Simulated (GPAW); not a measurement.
BaTiO3, 10 atoms in the cell. The typed cell holds 10 atoms: a = 3.778 Å, b = 4.103 Å, c = 7.921 Å, α = 89.10°, β = 88.33°, γ = 89.36°.  The cell isn't the ideal one: all atoms moved at random, sigma 0.25 Å a component, cell strained at random, sigma 0.06.

| Property | Result |
| --- | --- |
| Program | GPAW 26.7.0 |
| Task | second-harmonic response |
| Functional | LDA |
| Potentials or basis | the program's PAW data sets (release 1.2.1) made for this functional |
| Cutoff | 550 eV |
| Basis | pw |
| k mesh | 3 × 3 × 2 |
| Occupations | fermi-dirac, width 0.001 eV |
| Spin | no spin polarisation |
| Elements | 2 |
| Eta | 0.05 eV |
| Maxiter | 150 |
| Response k mesh | 4 × 4 × 4 |
| Gauge | lg |
| Response bands | 120 |
| Tensor elements | ["xxx", "xxy"] |

Potentials or basis: the program's PAW data sets (release 1.2.1) made for this functional, pw.

Launch:

```sh
$ OMP_NUM_THREADS=1 python run.py
```

Hardware: 1 thread of Arm Neoverse V1, with other jobs on the host.

Question: Estimate the wall time of this run.

Answer: It took 25 min on 1 thread of Arm Neoverse V1, on a shared host, peak memory 0.66 GiB. Counts: scf iterations 39, plane waves 3604, bands 67, k points 10.
